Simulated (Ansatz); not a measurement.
**RuS2: frozen-core PAW against all-electron methods**

```
Ru S
1.0
     0.00000    2.86664    2.86664
     2.86664    0.00000    2.86664
     2.86664    2.86664    0.00000
Ru S
1 2
Direct
  0.00000 0.00000 0.00000
  0.25000 0.25000 0.25000
  0.75000 0.75000 0.75000
```

Atoms are numbered in the order listed.

The cell was built from the fluorite type and relaxed in the same program, and has space group Fm-3m; it needn't be a known or the stable phase.

All numbers are computed: DFT, PBE, PAW with Ansatz's default frozen-core files, scalar-relativistic (Ansatz 0.2.0); DFT, PBE, all-electron LAPW, scalar-relativistic (Ansatz 0.2.0).

For PAW: a Γ-centred 11×11×11 k mesh, Fermi–Dirac smearing of 0.03 eV, cutoff 420 eV, no spin polarisation. LAPW targets a basis error of 0.5 meV/atom. The Ansatz runs share mesh, smearing and spin set-up. Plane-wave (PAW) pressures include the program's estimate of the Pulay term.

Stress and pressure are positive in compression.

Levels count from the Fermi level.

PAW results:

```
                      quantity     PAW
                pressure (GPa)    0.01
highest filled level at L (eV)  -0.105
  lowest empty level at L (eV)   2.221
highest filled level at Γ (eV)  -0.861
  lowest empty level at Γ (eV)   2.302
highest filled level at U (eV)  -0.120
  lowest empty level at U (eV)   0.105
```

What does full-potential LAPW give for the same quantities?


| quantity | LAPW |
| --- | --- |
| pressure (GPa) | 0.03 |
| highest filled level at L (eV) | -0.105 |
| lowest empty level at L (eV) | 2.221 |
| highest filled level at Γ (eV) | -0.862 |
| lowest empty level at Γ (eV) | 2.302 |
| highest filled level at U (eV) | -0.121 |
| lowest empty level at U (eV) | 0.105 |
